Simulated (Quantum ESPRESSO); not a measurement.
Co:

```
Co
1.0
     0.00000    1.75666    1.75666
     1.75666    0.00000    1.75666
     1.75666    1.75666    0.00000
Co
1
Direct
  0.00000 0.00000 0.00000
```

This isn't the form of Co at room conditions, which is hcp.

| Item | Value |
| --- | --- |
| Program | Quantum ESPRESSO 7.5 |
| Task | single point |
| Functional | PBE |
| Potentials or basis | SSSP 1.3 efficiency PBE |
| Cutoff | 748 eV |
| Density cutoff | 5987 eV |
| k mesh | 13 × 13 × 13 |
| Occupations | fermi-dirac, width 0.05 eV |
| Spin | collinear spin, ferromagnetic start |
| Starting moments | [2.0] μB |

On this cell: pressure 0.7 GPa; net moment 1.65 μB per cell; site moments Co +1.72 μB; band gap on the k mesh none (metal or under the smearing width).

The same run follows on a disturbed copy (cell strained at random at fixed volume):

```
CELL_PARAMETERS angstrom
0.00328 1.75657 1.80393
1.76704 0.03018 1.77704
1.76833 1.73097 0.02888
ATOMIC_POSITIONS crystal
Co 0.98808 0.01716 0.99671
```

Task: What changes?

Result: The energy (extrapolated to zero smearing) moves by +7.4 meV/atom; pressure 1.0 GPa; net moment 1.65 μB per cell; site moments Co +1.72 μB; band gap on the k mesh none (metal or under the smearing width).

Stress tensor (GPa, compression positive):
```
 0.12 -0.42 -0.16
-0.42  3.28 -4.90
-0.16 -4.90 -0.50
```
